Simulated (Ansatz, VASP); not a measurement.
**TaN in VASP and in Ansatz**

```xyz
2
Lattice="-0.0436 2.1572 2.1572 2.1572 -0.0436 2.1572 2.1572 2.1572 -0.0436" Properties=species:S:1:pos:R:3 pbc="T T T"
Ta    2.1354    2.1354    2.1354
N     0.0000    0.0000    0.0000
```

Change from the starting cell: equal xy, yz and zx shear strains of -2 %.

Alike in both runs: task single point; functional PBE; k mesh 9 × 9 × 9; occupations fermi-dirac, width 0.02 eV; no spin polarisation.

|  | VASP | Ansatz |
| --- | --- | --- |
| version | VASP 6.6.1 | Ansatz 0.2.0 |
| potentials or method | VASP PAW PBE potentials, release 64 (Ta_pv, N), cutoff 520 eV | all-electron LAPW, scalar-relativistic |

VASP gave:

| Property | Result |
| --- | --- |
| pressure (GPa) | 15.6 |
| largest component of the traceless stress (GPa) | 0.80 |

Task: What did Ansatz give for the same quantities?

Result: Pressure (GPa): 14.7; largest component of the traceless stress (GPa): 0.81.

Ansatz ran all-electron here, so the differences hold the error of VASP's frozen core and of both bases.

Caveats: so large a pressure means that the cell lies far from this level's equilibrium, or that cutoff or potentials fall short (VASP). Spin-orbit coupling is left out, which matters for the levels of Ta.
